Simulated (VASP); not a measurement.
# C (Fd-3m) in VASP: further runs, part 2 of 2

VASP 6.6.1. The steps go on from the part before.

### Step 4. Dielectric tensor, LDA

File INCAR:

```
SYSTEM = C
  ALGO = Normal
  EDIFF = 1E-8
  ENCUT = 520
  ISIF = 2
  ISMEAR = 0
  LASPH = .TRUE.
  LCHARG = .FALSE.
  LEPSILON = .TRUE.
  LREAL = .FALSE.
  LWAVE = .FALSE.
  NELM = 100
  PREC = Accurate
  SIGMA = 0.01
```

File KPOINTS:

```
k-points
0
G
  8 8 8
  0 0 0
```

File POSCAR:

```
C
1.0
    0.0000000000      1.7833700000      1.7833700000
    1.7833700000      0.0000000000      1.7833700000
    1.7833700000      1.7833700000      0.0000000000
C
2
Direct
    0.7500000000      0.7500000000      0.7500000000
    0.5000000000      0.5000000000      0.5000000000
```

Potentials or basis: VASP PAW LDA potentials, release 64 (C).

Started as:

```
> cat potpaw_LDA.64/C/POTCAR > POTCAR
> mpirun -np 1 vasp_std > vasp.out
```

OUTCAR:

```text
SYSTEM = C
   EDIFF = 1E-8
   ENCUT = 520
   ISIF = 2
   ISMEAR = 0
   LASPH = .TRUE.
   LEPSILON = .TRUE.
   LREAL = .FALSE.
   NELM = 100
   PREC = Accurate

 Found     29 irreducible k-points:

 Following reciprocal coordinates:
            Coordinates               Weight
  0.000000  0.000000  0.000000      1.000000
  0.125000  0.000000  0.000000      8.000000
  0.250000  0.000000  0.000000      8.000000
  0.375000  0.000000  0.000000      8.000000
  0.500000  0.000000  0.000000      4.000000
  0.125000  0.125000  0.000000      6.000000
   k-points           NKPTS =     29   k-points in BZ     NKDIM =     29   number of bands    NBANDS=      8
   number of dos      NEDOS =    301   number of ions     NIONS =      2
   total plane-waves  NPLWV =   8000
   dimension x,y,z NGX =    20 NGY =   20 NGZ =   20
   dimension x,y,z NGXF=    40 NGYF=   40 NGZF=   40
   ions per type =               2
   NGX,Y,Z   is equivalent  to a cutoff of  13.18, 13.18, 13.18 a.u.
   NGXF,Y,Z  is equivalent  to a cutoff of  26.37, 26.37, 26.37 a.u.
 SYSTEM =  C
   PREC   = accura    normal or accurate (medium, high low for compatibility)
   ISTART =      0    job   : 0-new  1-cont  2-samecut
   ICHARG =      2    charge: 1-file 2-atom 10-const
   ISPIN  =      1    spin polarized calculation?
   LNONCOLLINEAR =      F non collinear calculations
   LSORBIT =      F    spin-orbit coupling
   LASPH  =      T    aspherical Exc in radial PAW
   ENCUT  =  520.0 eV  38.22 Ry    6.18 a.u.   4.69  4.69  4.69*2*pi/ulx,y,z
   NELM   =    100;   NELMIN=  2; NELMDL= -5     # of ELM steps
   EDIFF  = 0.1E-07   stopping-criterion for ELM
   LREAL  =      F    real-space projection
   EDIFFG = 0.1E-06   stopping-criterion for IOM
   NSW    =      0    number of steps for IOM
   IBRION =     -1    ionic relax: 0-MD 1-quasi-New 2-CG
   NFREE  =      0    steps in history (QN), initial steepest desc. (CG)
   ISIF   =      2    stress and relaxation
   ISYM   =      2    0-nonsym 1-usesym 2-fastsym
   POTIM  = 0.5000    time-step for ionic-motion
   TEBEG  =    0.0;   TEEND  =   0.0 temperature during run
   PSTRESS=    0.0 pullay stress
   NELECT =       8.0000    total number of electrons
   NUPDOWN=      -1.0000    fix difference up-down
   EMIN   =  10.00;   EMAX   =-10.00  energy-range for DOS
   EFERMI =   0.00;   METHOD = LEGACY
   ISMEAR =     0;   SIGMA  =   0.01  broadening in eV -4-tet -1-fermi 0-gaus
   EFERMI_NEDOS =   21; number of points for ismear=-14 and -15
   IALGO  =     38    algorithm
   IMIX   =      4    mixing-type and parameters
     AMIX     =   0.40;   BMIX     =  1.00
     AMIX_MAG =   1.60;   BMIX_MAG =  1.00
  volume/ion in A,a.u.               =       5.67        38.28
  Fermi-wavevector in a.u.,A,eV,Ry     =   1.457203  2.753714 28.891161  2.123440
  Thomas-Fermi vector in A             =   2.574032
   LORBIT       =      0    0 simple, 1 ext, 2 COOP (PROOUT), +10 PAW based schemes
   GGA     = CA    functional components
   LHFCALC =     F    Hartree Fock is set to
   AEXX    =    0.0000 exact exchange contribution
   IVDW    =     0    specifies the selected vdW correction
   LEPSILON=     T    determine dielectric tensor
   LRPA    =     F    only Hartree local field effects (RPA)
 non-spin polarized calculation
 Gauss-broadening in eV      SIGMA  =   0.01
  energy-cutoff  :      520.00
  volume of cell :       11.34
 maximum number of plane-waves:       314
[... 82 lines left out ...]
  Direction    XX          YY          ZZ          XY          YZ          ZX
  --------------------------------------------------------------------------------------
  -------------------------------------------------------------------------------------
  Total       -0.8232911     -0.8232911     -0.8232911      0.0000000     -0.0000000      0.0000000
  in kB     -116.2812400   -116.2812400   -116.2812400      0.0000000     -0.0000000      0.0000000
  external PRESSURE =    -116.2812400 kB  Pullay stress =       0.0000000 kB

 VOLUME and BASIS-vectors are now :
 -----------------------------------------------------------------------------
  energy-cutoff  :      520.00
  volume of cell :       11.34
      direct lattice vectors                 reciprocal lattice vectors
     0.000000000  1.783370000  1.783370000    -0.280368067  0.280368067  0.280368067
     1.783370000  0.000000000  1.783370000     0.280368067 -0.280368067  0.280368067
     1.783370000  1.783370000  0.000000000     0.280368067  0.280368067 -0.280368067

 POSITION                                       TOTAL-FORCE (eV/Angst)
 -----------------------------------------------------------------------------------
      2.67505      2.67505      2.67505        -0.000000     -0.000000     -0.000000
      1.78337      1.78337      1.78337         0.000000      0.000000      0.000000
 -----------------------------------------------------------------------------------
    total drift:                               -0.000000     -0.000000      0.000000

  FREE ENERGIE OF THE ION-ELECTRON SYSTEM (eV)
  ---------------------------------------------------
  free  energy   TOTEN  =       -20.2344684587 eV

  energy  without entropy=      -20.2344684587  energy(sigma->0) =      -20.23446846

 HEAD OF MICROSCOPIC STATIC DIELECTRIC TENSOR (INDEPENDENT PARTICLE, excluding Hartree and local field effects)
 ------------------------------------------------------
           6.040871     0.000000    -0.000000
          -0.000000     6.040871    -0.000000
          -0.000000     0.000000     6.040871
 ------------------------------------------------------

 Free energy of the ion-electron system (eV)
  ---------------------------------------------------
  ---------------------------------------------------
  free energy    TOTEN  =        -0.16132040 eV

  energy without entropy =       -0.16132040

------------------------ aborting loop because EDIFF is reached ----------------------------------------

--------------------------------------- Ionic step        2  -------------------------------------------

------------------------ aborting loop because EDIFF is reached ----------------------------------------

--------------------------------------- Ionic step        3  -------------------------------------------

 Free energy of the ion-electron system (eV)
  ---------------------------------------------------
  ---------------------------------------------------
  free energy    TOTEN  =        -0.16132040 eV

  energy without entropy =       -0.16132040

------------------------ aborting loop because EDIFF is reached ----------------------------------------

 PIEZOELECTRIC TENSOR FIELD DIRECTION 3  (e Angst)
 -----------------------------------------------------------------------------
     0.00011 -0.00000  0.00000           ( -0.00000 -0.00000  0.00000)
    -0.00000  0.00011  0.00000           ( -0.00000 -0.00000  0.00000)
     0.00000  0.00000 -0.00062           (  0.00000  0.00000 -0.00001)

 PIEZOELECTRIC TENSOR FIELD DIRECTION 3  (C/m^2)
 -----------------------------------------------------------------------------
     0.00015 -0.00000  0.00000
    -0.00000  0.00015  0.00000
     0.00000  0.00000 -0.00087

 MACROSCOPIC STATIC DIELECTRIC TENSOR (including local field effects in DFT)
 ------------------------------------------------------
           5.860157     0.000000     0.000000
           0.000000     5.860157     0.000000
           0.000000    -0.000000     5.860157
 ------------------------------------------------------

 PIEZOELECTRIC TENSOR (including local field effects)  for field in x, y, z        (e  Angst)
          XX          YY          ZZ          XY          YZ          ZX
  --------------------------------------------------------------------------------
  x     0.00000     0.00000     0.00000     0.00000    -0.00000    -0.00000
  y     0.00000     0.00000     0.00000    -0.00000    -0.00000     0.00000
  z     0.00000     0.00000     0.00000    -0.00000    -0.00000     0.00000

 PIEZOELECTRIC TENSOR (including local field effects)  for field in x, y, z        (C/m^2)
          XX          YY          ZZ          XY          YZ          ZX
  --------------------------------------------------------------------------------
  x     0.00000     0.00000     0.00000     0.00000    -0.00000    -0.00000
  y     0.00000     0.00000     0.00000    -0.00000    -0.00000     0.00000
  z     0.00000     0.00000     0.00000    -0.00000    -0.00000     0.00000

 BORN EFFECTIVE CHARGES (including local field effects) (in |e|, cummulative output)
 ---------------------------------------------------------------------------------
 ion    1
    1    -0.00000     0.00000     0.00000
    2     0.00000    -0.00000     0.00000
    3    -0.00000    -0.00000    -0.00000
 ion    2
    1     0.00000     0.00000    -0.00000
    2     0.00000     0.00000     0.00000
    3     0.00000     0.00000     0.00000
```

Wall time 20 s (1 thread of Intel Xeon Platinum 8559C (Emerald Rapids), shared host); peak memory 0.12 GiB.

The run converged, but some of its settings lie outside the range that counts as converged, so its numbers aren't taken as properties of the crystal.

Results:

```
Band gap on the k mesh                  : 4.10 eV, indirect (least direct gap 5.54 eV)
Electronic dielectric tensor (diagonal) : 5.86
Born charges (mean of the diagonal)     : C +0.00 e
```

### Step 5. Dielectric tensor, LDA

INCAR: that of step 4 with these lines changed.

```diff
@@ -3,3 +3,3 @@
   EDIFF = 1E-8
-  ENCUT = 520
+  ENCUT = 400
   ISIF = 2
```

File KPOINTS:

```
k-points
0
G
  10 10 10
  0 0 0
```

POSCAR is that of step 4.

Potentials or basis: VASP PAW LDA potentials, release 64 (C).

Started as:

```
> cat potpaw_LDA.64/C/POTCAR > POTCAR
> mpirun -np 1 vasp_std > vasp.out
```

OUTCAR:

```text
SYSTEM = C
   EDIFF = 1E-8
   ENCUT = 400
   ISIF = 2
   ISMEAR = 0
   LASPH = .TRUE.
   LEPSILON = .TRUE.
   LREAL = .FALSE.
   NELM = 100
   PREC = Accurate

 Found     47 irreducible k-points:

 Following reciprocal coordinates:
            Coordinates               Weight
  0.000000  0.000000  0.000000      1.000000
  0.100000  0.000000  0.000000      8.000000
  0.200000  0.000000  0.000000      8.000000
  0.300000  0.000000  0.000000      8.000000
  0.400000  0.000000  0.000000      8.000000
  0.500000  0.000000  0.000000      4.000000
   k-points           NKPTS =     47   k-points in BZ     NKDIM =     47   number of bands    NBANDS=      8
   number of dos      NEDOS =    301   number of ions     NIONS =      2
   total plane-waves  NPLWV =   4096
   dimension x,y,z NGX =    16 NGY =   16 NGZ =   16
   dimension x,y,z NGXF=    32 NGYF=   32 NGZF=   32
   ions per type =               2
   NGX,Y,Z   is equivalent  to a cutoff of  10.55, 10.55, 10.55 a.u.
   NGXF,Y,Z  is equivalent  to a cutoff of  21.09, 21.09, 21.09 a.u.
 SYSTEM =  C
   PREC   = accura    normal or accurate (medium, high low for compatibility)
   ISTART =      0    job   : 0-new  1-cont  2-samecut
   ICHARG =      2    charge: 1-file 2-atom 10-const
   ISPIN  =      1    spin polarized calculation?
   LNONCOLLINEAR =      F non collinear calculations
   LSORBIT =      F    spin-orbit coupling
   LASPH  =      T    aspherical Exc in radial PAW
   ENCUT  =  400.0 eV  29.40 Ry    5.42 a.u.   4.11  4.11  4.11*2*pi/ulx,y,z
   NELM   =    100;   NELMIN=  2; NELMDL= -5     # of ELM steps
   EDIFF  = 0.1E-07   stopping-criterion for ELM
   LREAL  =      F    real-space projection
   EDIFFG = 0.1E-06   stopping-criterion for IOM
   NSW    =      0    number of steps for IOM
   IBRION =     -1    ionic relax: 0-MD 1-quasi-New 2-CG
   NFREE  =      0    steps in history (QN), initial steepest desc. (CG)
   ISIF   =      2    stress and relaxation
   ISYM   =      2    0-nonsym 1-usesym 2-fastsym
   POTIM  = 0.5000    time-step for ionic-motion
   TEBEG  =    0.0;   TEEND  =   0.0 temperature during run
   PSTRESS=    0.0 pullay stress
   NELECT =       8.0000    total number of electrons
   NUPDOWN=      -1.0000    fix difference up-down
   EMIN   =  10.00;   EMAX   =-10.00  energy-range for DOS
   EFERMI =   0.00;   METHOD = LEGACY
   ISMEAR =     0;   SIGMA  =   0.01  broadening in eV -4-tet -1-fermi 0-gaus
   EFERMI_NEDOS =   21; number of points for ismear=-14 and -15
   IALGO  =     38    algorithm
   IMIX   =      4    mixing-type and parameters
     AMIX     =   0.40;   BMIX     =  1.00
     AMIX_MAG =   1.60;   BMIX_MAG =  1.00
  volume/ion in A,a.u.               =       5.67        38.28
  Fermi-wavevector in a.u.,A,eV,Ry     =   1.457203  2.753714 28.891161  2.123440
  Thomas-Fermi vector in A             =   2.574032
   LORBIT       =      0    0 simple, 1 ext, 2 COOP (PROOUT), +10 PAW based schemes
   GGA     = CA    functional components
   LHFCALC =     F    Hartree Fock is set to
   AEXX    =    0.0000 exact exchange contribution
   IVDW    =     0    specifies the selected vdW correction
   LEPSILON=     T    determine dielectric tensor
   LRPA    =     F    only Hartree local field effects (RPA)
 non-spin polarized calculation
 Gauss-broadening in eV      SIGMA  =   0.01
  energy-cutoff  :      400.00
  volume of cell :       11.34
 maximum number of plane-waves:       214
[... 82 lines left out ...]
  Direction    XX          YY          ZZ          XY          YZ          ZX
  --------------------------------------------------------------------------------------
  -------------------------------------------------------------------------------------
  Total       -1.0967996     -1.0967996     -1.0967996     -0.0000000      0.0000000     -0.0000000
  in kB     -154.9114501   -154.9114501   -154.9114501     -0.0000000      0.0000000     -0.0000000
  external PRESSURE =    -154.9114501 kB  Pullay stress =       0.0000000 kB

 VOLUME and BASIS-vectors are now :
 -----------------------------------------------------------------------------
  energy-cutoff  :      400.00
  volume of cell :       11.34
      direct lattice vectors                 reciprocal lattice vectors
     0.000000000  1.783370000  1.783370000    -0.280368067  0.280368067  0.280368067
     1.783370000  0.000000000  1.783370000     0.280368067 -0.280368067  0.280368067
     1.783370000  1.783370000  0.000000000     0.280368067  0.280368067 -0.280368067

 POSITION                                       TOTAL-FORCE (eV/Angst)
 -----------------------------------------------------------------------------------
      2.67505      2.67505      2.67505        -0.000000     -0.000000     -0.000000
      1.78337      1.78337      1.78337         0.000000      0.000000      0.000000
 -----------------------------------------------------------------------------------
    total drift:                                0.000000      0.000000      0.000000

  FREE ENERGIE OF THE ION-ELECTRON SYSTEM (eV)
  ---------------------------------------------------
  free  energy   TOTEN  =       -20.2470241486 eV

  energy  without entropy=      -20.2470241486  energy(sigma->0) =      -20.24702415

 HEAD OF MICROSCOPIC STATIC DIELECTRIC TENSOR (INDEPENDENT PARTICLE, excluding Hartree and local field effects)
 ------------------------------------------------------
           5.995081    -0.000000     0.000000
           0.000000     5.995081    -0.000000
           0.000000    -0.000000     5.995081
 ------------------------------------------------------

 Free energy of the ion-electron system (eV)
  ---------------------------------------------------
  ---------------------------------------------------
  free energy    TOTEN  =        -0.15982959 eV

  energy without entropy =       -0.15982959

------------------------ aborting loop because EDIFF is reached ----------------------------------------

--------------------------------------- Ionic step        2  -------------------------------------------

------------------------ aborting loop because EDIFF is reached ----------------------------------------

--------------------------------------- Ionic step        3  -------------------------------------------

 Free energy of the ion-electron system (eV)
  ---------------------------------------------------
  ---------------------------------------------------
  free energy    TOTEN  =        -0.15982780 eV

  energy without entropy =       -0.15982780

------------------------ aborting loop because EDIFF is reached ----------------------------------------

 PIEZOELECTRIC TENSOR FIELD DIRECTION 3  (e Angst)
 -----------------------------------------------------------------------------
    -0.00001  0.00000  0.00000           ( -0.00000  0.00000  0.00000)
     0.00000 -0.00001  0.00000           (  0.00000 -0.00000  0.00000)
     0.00000  0.00000 -0.00039           (  0.00000  0.00000 -0.00001)

 PIEZOELECTRIC TENSOR FIELD DIRECTION 3  (C/m^2)
 -----------------------------------------------------------------------------
    -0.00002  0.00000  0.00000
     0.00000 -0.00002  0.00000
     0.00000  0.00000 -0.00056

 MACROSCOPIC STATIC DIELECTRIC TENSOR (including local field effects in DFT)
 ------------------------------------------------------
           5.814868    -0.000000     0.000000
           0.000000     5.814868    -0.000000
           0.000000     0.000000     5.814868
 ------------------------------------------------------

 PIEZOELECTRIC TENSOR (including local field effects)  for field in x, y, z        (e  Angst)
          XX          YY          ZZ          XY          YZ          ZX
  --------------------------------------------------------------------------------
  x     0.00000     0.00000     0.00000     0.00000    -0.00000     0.00000
  y    -0.00000    -0.00000    -0.00000     0.00000    -0.00000    -0.00000
  z     0.00000     0.00000    -0.00000    -0.00000     0.00000     0.00000

 PIEZOELECTRIC TENSOR (including local field effects)  for field in x, y, z        (C/m^2)
          XX          YY          ZZ          XY          YZ          ZX
  --------------------------------------------------------------------------------
  x     0.00000     0.00000     0.00000     0.00000    -0.00000     0.00000
  y    -0.00000    -0.00000    -0.00000     0.00000    -0.00000    -0.00000
  z     0.00000     0.00000    -0.00000    -0.00000     0.00000     0.00000

 BORN EFFECTIVE CHARGES (including local field effects) (in |e|, cummulative output)
 ---------------------------------------------------------------------------------
 ion    1
    1     0.00000    -0.00000     0.00000
    2    -0.00000     0.00000     0.00000
    3     0.00000    -0.00000     0.00000
 ion    2
    1     0.00000     0.00000    -0.00000
    2     0.00000     0.00000    -0.00000
    3    -0.00000     0.00000     0.00000
```

OSZICAR:

```text
N       E                     dE             d eps       ncg     rms          rms(c)
DAV:   1    -0.853062162393E+01   -0.85306E+01   -0.43245E+03   816   0.774E+02
DAV:   2    -0.209761491336E+02   -0.12446E+02   -0.12022E+02  1256   0.938E+01
DAV:   3    -0.210392886639E+02   -0.63140E-01   -0.63140E-01   784   0.817E+00
[... 14 lines left out ...]
RMM:   3    -0.154220888561E+00    0.23367E-02   -0.85855E-04  2540   0.270E-01    0.414E-01
RMM:   4    -0.159413174276E+00   -0.51923E-02   -0.12566E-03  2561   0.331E-01    0.321E-02
RMM:   5    -0.159807154612E+00   -0.39398E-03   -0.14517E-05  2598   0.353E-02    0.293E-03
RMM:   6    -0.159824435467E+00   -0.17281E-04   -0.93233E-08  2688   0.293E-03    0.149E-03
RMM:   7    -0.159826866781E+00   -0.24313E-05   -0.89820E-09  2699   0.102E-03    0.160E-04
RMM:   8    -0.159827898770E+00   -0.10320E-05   -0.27780E-10  2278   0.152E-04    0.298E-05
RMM:   9    -0.159827799935E+00    0.98835E-07    0.00000E+00  1246   0.298E-05    0.385E-06
```

Wall time 19 s (1 thread of Intel Xeon Platinum 8559C (Emerald Rapids), shared host); peak memory 0.12 GiB.

These settings aren't checked as converged: the numbers below hold their error.

Results:

* Band gap on the k mesh: 4.11 eV, indirect (least direct gap 5.54 eV)
* Electronic dielectric tensor (diagonal): 5.81
* Born charges (mean of the diagonal): C +0.00 e

Caveat: the cutoff is under 1.25 times the usual one of these potentials, so pressure, stress and relaxed cells hold a basis-set (Pulay) error.
